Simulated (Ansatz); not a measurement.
**Zn: what the smearing changes**

One table from this session's results is given with a row withheld; the runs are named, their logs left out.

Program: Ansatz 0.2.0. Level of theory: DFT, PBE, all-electron LAPW, scalar-relativistic. These are calculated values, not measurements.

### Starting point

It takes space group P6_3/mmc (No. 194, hexagonal). The conventional cell has a = 2.665 Å, b = 2.665 Å, c = 4.947 Å, α = 90.00°, β = 90.00°, γ = 120.00°. Around Zn (site symmetry -6m2) lie 12 Zn at 2.66 to 2.91 Å.

Coordinates:

```cif
data_structure
_symmetry_space_group_name_H-M 'P6_3/mmc'
_symmetry_Int_Tables_number 194
_cell_length_a 2.6648
_cell_length_b 2.6648
_cell_length_c 4.9467
_cell_angle_alpha 90.000
_cell_angle_beta 90.000
_cell_angle_gamma 120.000
_cell_volume 30.42
loop_
_atom_site_label
_atom_site_type_symbol
_atom_site_symmetry_multiplicity
_atom_site_Wyckoff_symbol
_atom_site_fract_x
_atom_site_fract_y
_atom_site_fract_z
_atom_site_occupancy
Zn1 Zn 2 c 0.33333 0.66667 0.25000 1
```

The file gives the conventional cell by its symmetry; the runs use the cell typed in the input.

The cell comes from a crystallographic database entry that wasn't checked; take it as a given geometry, which may be far from equilibrium.

Atoms are numbered in the order of the input: Zn1, Zn2.

Set-up of the first run:

Contents of input.yaml:

```yaml
crystal:
  lattice:
    - [2.6647980532, 0.0, 0.0]
    - [-1.3323990266, 2.30778281, 0.0]
    - [0.0, 0.0, 4.9467]
  atoms:
    - { symbol: Zn, position: [0.3333333333, 0.6666666667, 0.25] }
    - { symbol: Zn, position: [0.6666666667, 0.3333333333, 0.75] }
kpoints:
  mp_grid: { grid: [18, 18, 8] }
scf:
  occupations: { method: cold, width: 0.15 }
hamiltonian:
  xc: pbe
  pseudopotentials: { kind: all_electron, lapw: { basis_error: 0.00025 } }
output:
  forces: true
  stress: true
  eigenvalues: true
```

Among the steps run: With cold smearing of 0.15 eV; With Gaussian smearing of 0.05 eV; With Fermi–Dirac smearing of 0.15 eV; With Fermi–Dirac smearing of 0.28 eV; With tetrahedron filling.

One of the session's tables, all rows but one given; the rest of the session is left out.

```
                       smearing  energy from the first row (meV/atom)
       cold smearing of 0.15 eV                                  0.00
   Gaussian smearing of 0.05 eV                                  0.07
Fermi–Dirac smearing of 0.15 eV                                 -0.18
Fermi–Dirac smearing of 0.28 eV                                     ?
            tetrahedron filling                                  0.22
```

Q: Estimate the row for Fermi–Dirac smearing of 0.28 eV from the others.

As computed: energy from the first row (meV/atom): 1.61. In the column «energy from the first row (meV/atom)» it is the highest.

Energies are those extrapolated to zero smearing.

To keep in mind: Warnings in the runs' records: band table not solved further, tetrahedron derivatives may miss energy slope.
